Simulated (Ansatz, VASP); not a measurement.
# Two plane-wave programs on TiSi2

The input INCAR:

```
SYSTEM = TiSi2
ALGO     = Normal         ! electronic algorithm
EDIFF    = 1E-6           ! SCF threshold, eV
EDIFFG   = -0.01          ! ionic threshold
ENCUT    = 600            ! plane-wave cutoff, eV
GGA      = RE             ! functional
IBRION   = 2              ! ionic algorithm
ISIF     = 3              ! what is computed and relaxed
ISMEAR   = -1             ! smearing method
LASPH    = .True.         ! aspherical terms in the spheres
LCHARG   = .False.        ! write CHGCAR
LREAL    = .False.        ! projectors in reciprocal space
LWAVE    = .False.        ! write WAVECAR
NELM     = 80             ! most SCF steps
NSW      = 60             ! ionic steps
PREC     = Accurate       ! precision mode
SIGMA    = 0.05           ! smearing width, eV
```

Contents of KPOINTS:

```
k-points
0
Gamma
  5 5 5
  0 0 0
```

POSCAR

```
TiSi2
1.0
    0.0000000000      4.1175163063      4.2628978354
    2.3895119538      0.0000000000      4.2628978354
    2.3895119538      4.1175163063      0.0000000000
Ti Si
2 4
Direct
    0.7500000000      0.7500000000      0.7500000000
    0.5000000000      0.5000000000      0.5000000000
    0.4125656100      0.0874343900      0.4125656100
    0.0874343900      0.4125656100      0.0874343900
    0.1625656100      0.8374343900      0.1625656100
    0.8374343900      0.1625656100      0.8374343900
```

File input.yaml:

```yaml
crystal:
  lattice:
    - [0.0, 4.1175163063, 4.2628978354]
    - [2.3895119538, 0.0, 4.2628978354]
    - [2.3895119538, 4.1175163063, 0.0]
  atoms:
    - { symbol: Ti, position: [0.75, 0.75, 0.75] }
    - { symbol: Ti, position: [0.5, 0.5, 0.5] }
    - { symbol: Si, position: [0.41256561, 0.08743439, 0.41256561] }
    - { symbol: Si, position: [0.08743439, 0.41256561, 0.08743439] }
    - { symbol: Si, position: [0.16256561, 0.83743439, 0.16256561] }
    - { symbol: Si, position: [0.83743439, 0.16256561, 0.83743439] }
hamiltonian:
  xc: revpbe
  pseudopotentials: { kind: paw }
kpoints:
  mp_grid: { grid: [5, 5, 5] }
scf:
  occupations: { method: fermi_dirac, width: 0.05 }
output:
  forces: true
  stress: true
  eigenvalues: true
relax:
  f_tol: 0.01
  max_steps: 40
  cell: { stress_tol: 0.05 }
```

The cell is a database's computed one.

Alike in both runs: task relaxation of cell and atoms; functional revPBE; k mesh 5 × 5 × 5; occupations fermi-dirac, width 0.05 eV; no spin polarisation.

|  | VASP | Ansatz |
| --- | --- | --- |
| version | VASP 6.6.1 | Ansatz 0.2.0 |
| potentials or method | VASP PAW PBE potentials, release 64 (Ti_sv, Si) | Ansatz PAW |
| plane-wave cutoff (eV) | 600 | 420 |
| valence electrons in the cell | 40 | 40 |

Ansatz gave:

* gap on the k mesh at the Fermi level, each at its own relaxed structure (eV): none
* relaxed volume (Å³/atom): 14.36
* relaxed cell length with the largest relative difference (Å): 4.794
* energy change over the relaxation (meV/atom): -5

Problem. What did VASP give for the same quantities?

Solution. gap on the k mesh at the Fermi level, each at its own relaxed structure (eV): none; relaxed volume (Å³/atom): 14.34; relaxed cell length with the largest relative difference (Å): 4.792; energy change over the relaxation (meV/atom): -5.

A gap of «none» marks a metal or a gap that the smearing closes.

Caveats: the PAW data sets were made with another functional, which shifts forces and pressure a little (VASP); the plane-wave basis is chosen anew once the cell has moved, so the energies of steps on either side of that aren't comparable (Ansatz); the PAW data sets come from PBE, with cores solved anew for the run's functional, which leaves a small shift of forces and pressure (Ansatz).
